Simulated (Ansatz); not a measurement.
## Structures of BAs$_{3}$: which is lowest?

Plane-wave DFT in Ansatz with scalar-relativistic PAW potentials, cutoff 500 eV, Γ-centred meshes chosen by cell and gap, Gaussian smearing with energies taken to zero width. Every cell was relaxed (cell and atoms) in a run of its own, within the symmetry of its start. Functional: r2SCAN.

Relaxed structures (starts from databases or built by putting these elements on another compound's sites):
A. Pm-3n, 8 atoms in the computed cell, a = 5.120 Å; sites (symmetry × multiplicity) B m-3. × 2, As -4m.2 × 6; start: built
B. P6/mmm, 4 atoms in the computed cell, a = 4.616 Å, c = 4.054 Å; sites (symmetry × multiplicity) B 6/mmm × 1, As -6m2 × 2 + 6/mmm × 1; start: built

Q: Rank them by energy. Could pressure change the order?

A:
| structure | group | E − E(lowest) (meV/atom) | V (Å³/atom) | gap on mesh (eV) |
| --- | --- | --- | --- | --- |
| B | P6/mmm | 0.0 | 18.70 | 0.00 |
| A | Pm-3n | 261 | 16.78 | 0.00 |

B is lowest, 261 meV/atom under A. A is denser by 1.93 Å³/atom, so pressure favours it: ΔE/ΔV, with ΔE in eV and 1 eV/Å³ = 160.2 GPa, gives about 22 GPa for equal enthalpy if both cells were rigid; at such pressures compression changes ΔV much, so this is a scale only. Other structures may lie lower than all of these, and vibrations aren't counted.